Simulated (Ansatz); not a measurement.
## Eigenvalues along a path: CdS (zincblende type)

```
Cd S
1.0
     0.00000    2.38603    2.38603
     2.38603    0.00000    2.38603
     2.38603    2.38603    0.00000
Cd S
1 1
Direct
  0.00000 0.00000 0.00000
  0.25000 0.25000 0.25000
```

The cell comes from a relaxation on PAW files under the same functional, begun from a prototype that needn't be the stable phase.

Level of theory: DFT with PBEsol, scalar-relativistic, in Ansatz 0.2.0; a Γ-centred 11×11×11 k mesh, Fermi–Dirac smearing of 0.1 eV, no spin polarisation. LAPW: all electrons, basis error target 1 meV/atom.

This run: volume at 0.55 of the series' base cell.

Path points, in fractions of the reciprocal vectors: Γ (0.000, 0.000, 0.000), X (-0.500, -0.500, 0.000), U (-0.375, -0.375, 0.250), K (-0.375, 0.000, 0.375), L (0.000, 0.000, 0.500), W (-0.500, -0.250, 0.250). The distance column jumps between branches of the path. Levels in eV from the valence-band top; bands 17 to 28, counted from the lowest band of the run. The gap is 1.60 eV, the pressure 143.9 GPa.

```
# k(1/Å) point b17 b18 b19 b20 b21 b22 b23 b24 b25 b26 b27 b28
0.000 Γ -18.38 -12.71 -12.71 -12.71 -10.97 -10.97 0.00 0.00 0.00 1.60 5.17 5.17
0.165 - -18.32 -12.71 -12.67 -12.67 -11.00 -10.96 -0.41 -0.29 -0.29 2.05 4.93 5.43
0.329 - -18.14 -12.73 -12.56 -12.56 -11.07 -10.91 -1.18 -1.01 -1.01 2.76 4.46 6.12
0.494 - -17.86 -12.74 -12.39 -12.39 -11.16 -10.84 -2.09 -1.93 -1.93 2.88 4.37 7.04
0.658 - -17.54 -12.72 -12.17 -12.17 -11.19 -10.76 -3.16 -2.88 -2.88 2.46 4.42 8.13
0.823 - -17.23 -12.68 -11.91 -11.91 -11.09 -10.68 -4.41 -3.76 -3.76 2.11 4.12 9.36
0.987 - -16.98 -12.66 -11.66 -11.66 -10.73 -10.61 -5.72 -4.49 -4.49 1.96 3.73 10.63
1.152 - -16.82 -12.67 -11.46 -11.46 -10.56 -10.16 -6.90 -4.98 -4.98 1.94 3.43 10.50
1.317 X -16.77 -12.67 -11.39 -11.39 -10.54 -9.79 -7.49 -5.15 -5.15 1.95 3.32 10.45
1.375 - -16.77 -12.67 -11.40 -11.39 -10.54 -9.76 -7.50 -5.19 -5.13 1.98 3.35 10.39
1.433 - -16.77 -12.65 -11.41 -11.41 -10.56 -9.70 -7.54 -5.31 -5.08 2.07 3.47 10.22
1.491 - -16.77 -12.62 -11.44 -11.43 -10.58 -9.59 -7.60 -5.48 -5.00 2.20 3.68 9.98
1.549 - -16.78 -12.58 -11.46 -11.46 -10.62 -9.45 -7.70 -5.68 -4.88 2.32 3.98 9.69
1.608 - -16.78 -12.54 -11.49 -11.47 -10.65 -9.29 -7.83 -5.89 -4.73 2.44 4.36 9.38
1.666 - -16.78 -12.49 -11.53 -11.47 -10.70 -9.11 -8.00 -6.07 -4.56 2.55 4.81 9.07
1.724 - -16.79 -12.45 -11.58 -11.46 -10.74 -8.95 -8.19 -6.21 -4.37 2.65 5.29 8.77
1.782 U -16.81 -12.41 -11.63 -11.43 -10.79 -8.87 -8.31 -6.31 -4.16 2.76 5.76 8.47
2.588 K -16.81 -12.41 -11.63 -11.43 -10.79 -8.87 -8.31 -6.31 -4.16 2.76 5.76 8.47
2.763 - -16.87 -12.34 -11.81 -11.32 -10.92 -9.54 -7.77 -6.28 -3.42 3.12 6.67 7.71
2.938 - -17.01 -12.31 -12.00 -11.42 -11.02 -10.24 -6.88 -5.81 -2.62 3.61 6.39 7.14
3.112 - -17.22 -12.31 -12.18 -11.83 -11.09 -10.58 -5.81 -4.96 -1.83 4.21 5.67 6.74
3.287 - -17.50 -12.39 -12.34 -12.22 -11.11 -10.76 -4.57 -3.83 -1.13 4.52 5.14 6.01
3.461 - -17.82 -12.56 -12.49 -12.42 -11.08 -10.88 -3.24 -2.54 -0.59 3.70 5.27 5.85
3.636 - -18.11 -12.67 -12.61 -12.56 -11.04 -10.94 -1.91 -1.27 -0.24 2.82 5.11 5.58
3.810 - -18.31 -12.70 -12.68 -12.67 -10.99 -10.97 -0.68 -0.34 -0.05 2.06 5.11 5.28
3.985 Γ -18.38 -12.71 -12.71 -12.71 -10.97 -10.97 0.00 0.00 0.00 1.60 5.17 5.17
4.128 - -18.34 -12.70 -12.69 -12.69 -10.98 -10.98 -0.54 -0.10 -0.10 1.92 5.17 5.28
4.270 - -18.20 -12.67 -12.63 -12.63 -10.99 -10.99 -1.68 -0.36 -0.36 2.43 5.20 5.57
4.413 - -17.99 -12.59 -12.55 -12.55 -10.99 -10.99 -3.04 -0.73 -0.73 2.81 5.39 5.89
4.555 - -17.75 -12.47 -12.47 -12.40 -10.97 -10.97 -4.49 -1.14 -1.14 2.95 5.86 6.10
4.698 - -17.51 -12.40 -12.40 -12.08 -10.92 -10.92 -5.95 -1.54 -1.54 2.90 6.12 6.12
4.840 - -17.31 -12.36 -12.36 -11.56 -10.86 -10.86 -7.34 -1.87 -1.87 2.79 6.04 6.04
4.983 - -17.19 -12.33 -12.33 -10.86 -10.81 -10.81 -8.58 -2.10 -2.10 2.70 5.96 5.96
5.125 L -17.14 -12.33 -12.33 -10.79 -10.79 -10.27 -9.36 -2.18 -2.18 2.67 5.92 5.92
5.242 - -17.13 -12.33 -12.30 -10.90 -10.79 -10.11 -9.36 -2.40 -2.25 2.83 5.72 6.02
5.358 - -17.09 -12.32 -12.24 -11.08 -10.81 -9.80 -9.36 -2.98 -2.48 3.21 5.38 6.31
5.474 - -17.03 -12.31 -12.14 -11.22 -10.83 -9.44 -9.31 -3.74 -2.85 3.59 5.19 6.76
5.591 - -16.95 -12.29 -12.04 -11.28 -10.88 -9.30 -8.98 -4.56 -3.35 3.89 5.23 7.19
5.707 - -16.88 -12.27 -11.96 -11.27 -10.94 -9.18 -8.56 -5.35 -3.92 4.11 5.47 7.35
5.824 - -16.83 -12.26 -11.89 -11.20 -11.02 -8.97 -8.19 -6.04 -4.48 4.28 5.86 7.25
5.940 - -16.79 -12.27 -11.83 -11.13 -11.09 -8.67 -8.00 -6.50 -4.95 4.39 6.38 7.10
6.056 W -16.78 -12.27 -11.80 -11.12 -11.11 -8.47 -8.04 -6.62 -5.14 4.43 6.97 6.99
6.139 - -16.78 -12.29 -11.79 -11.20 -11.01 -8.54 -8.02 -6.55 -5.14 4.26 6.29 7.17
6.221 - -16.78 -12.34 -11.76 -11.27 -10.90 -8.72 -7.96 -6.35 -5.14 3.86 5.60 7.65
6.303 - -16.78 -12.41 -11.70 -11.32 -10.80 -8.95 -7.88 -6.08 -5.14 3.39 4.97 8.26
6.385 - -16.77 -12.49 -11.63 -11.35 -10.71 -9.20 -7.78 -5.81 -5.14 2.94 4.41 8.89
6.468 - -16.77 -12.57 -11.55 -11.37 -10.63 -9.42 -7.67 -5.55 -5.15 2.53 3.95 9.49
6.550 - -16.77 -12.62 -11.47 -11.38 -10.58 -9.61 -7.57 -5.34 -5.15 2.22 3.60 9.99
6.632 - -16.77 -12.66 -11.41 -11.39 -10.55 -9.74 -7.51 -5.20 -5.15 2.02 3.39 10.33
6.715 X -16.77 -12.67 -11.39 -11.39 -10.54 -9.79 -7.49 -5.15 -5.15 1.95 3.32 10.45
```
